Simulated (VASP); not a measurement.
Here is a VASP 6.6.1 calculation.

Contents of INCAR:

```
ALGO = Normal ; EDIFF = 1E-6
EDIFFG = -0.01 ; ENCUT = 600
GGA = CA ; IBRION = 2
ISIF = 3 ; ISMEAR = 0
LASPH = True ; LCHARG = False
LREAL = False ; LWAVE = False
NELM = 80 ; NSW = 90
PREC = Accurate ; SIGMA = 0.03
```

Contents of KPOINTS:

```
k-points
0
Gamma
  12 12 12
```

POSCAR

```
MgO
1.0
    0.0000000000      2.1085000000      2.1085000000
    2.1085000000      0.0000000000      2.1085000000
    2.1085000000      2.1085000000      0.0000000000
Mg O
1 1
Direct
    0.0000000000      0.0000000000      0.0000000000
    0.5000000000      0.5000000000      0.5000000000
```

Potentials or basis: VASP PAW LDA potentials, release 64 (Mg, O).

Run with:

```sh
$ cat potpaw_LDA.64/Mg/POTCAR potpaw_LDA.64/O/POTCAR > POTCAR
$ mpirun -np 1 vasp_std > vasp.out
```

(1) Estimate the space group after relaxing (to 0.05 Å).

(2) Predict the relaxed cell.

## Answers

(1) Fm-3m (No. 225).

(2) a = 2.930 Å, b = 2.930 Å, c = 2.930 Å, α = 60.00°, β = 60.00°, γ = 60.00°.
